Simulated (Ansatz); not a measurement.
## BaTiO$_{3}$ under strain

Computed with DFT PBE, scalar-relativistic, plane waves, PAW in Ansatz 0.2.0. (420 eV cutoff, 8×8×8 k-mesh, Gaussian smearing of 0.02 eV, no spin polarisation)

The relaxed crystal:

```
CELL_PARAMETERS angstrom
4.01925 0.00000 0.00000
0.00000 4.01925 0.00000
0.00000 0.00000 4.01925
ATOMIC_POSITIONS crystal
Ba 0.50000 0.50000 0.50000
Ti 0.00000 0.00000 0.00000
O 0.50000 0.00000 0.00000
O 0.00000 0.50000 0.00000
O 0.00000 0.00000 0.50000
```

Deformation: biaxial strain in the a-b plane, with the length and tilt of c and the atoms relaxed, all within the symmetry that the strain leaves. Energies are extrapolated to zero smearing. Stress is positive in compression, on the Cartesian axes of the cell above. Gaps are Kohn–Sham gaps over the whole zone.

Spin-orbit coupling is left out, which matters for the bands and energies of heavy elements.

Strains computed: -3.0, -2.0, -1.0, +1.0, +2.0, +3.0 %.

At which strain does the energy stand 2.6 meV/atom over the relaxed crystal with σxx = 3.27, σyy = 3.27, σzz = 0.00 GPa?

-1.0 %. The gap there is 1.77 eV against 1.78 unstrained.